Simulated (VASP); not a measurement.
Input of a VASP 6.6.1 run:

File INCAR:

```
ALGO = Normal
EDIFF = 1E-7
EDIFFG = -0.002
ENCUT = 250
GGA = PS
IBRION = 2
ISIF = 3
ISMEAR = 0
LASPH = T
LCHARG = F
LREAL = F
LWAVE = F
NELM = 100
NSW = 80
PREC = Accurate
PSTRESS = 1875.0
SIGMA = 0.1
```

KPOINTS

```
k-points
0
Gamma
  21 21 21
```

The input POSCAR:

```
Se                                      
1.0
    1.9616162016      1.1325398503      0.8014408814
   -1.9616162016      1.1325398503      0.8014408814
    0.0000000000     -2.2650796997      0.8014408803
  Se            
     1
Direct
     0.0000000000000000    0.0000000000000000    0.0000000000000000
```

Potentials or basis: VASP PAW PBE potentials, release 64 (Se).

Run with:

```console
$ cat potpaw_PBE.64/Se/POTCAR > POTCAR
$ mpirun -np 1 vasp_std > vasp.out
```

(1) Estimate the band gap on the k mesh.

(2) Predict the relaxed volume.

Answers

(1) none (metal or under the smearing width).

(2) 10.68 Å³/atom.

Caveat: the cutoff is under 1.25 times the usual one of these potentials, so pressure, stress and relaxed cells hold a basis-set (Pulay) error; the cell is relaxed towards a set pressure, so the enthalpy falls and the energy may rise; the PAW data sets were made with another functional, which shifts forces and pressure a little.
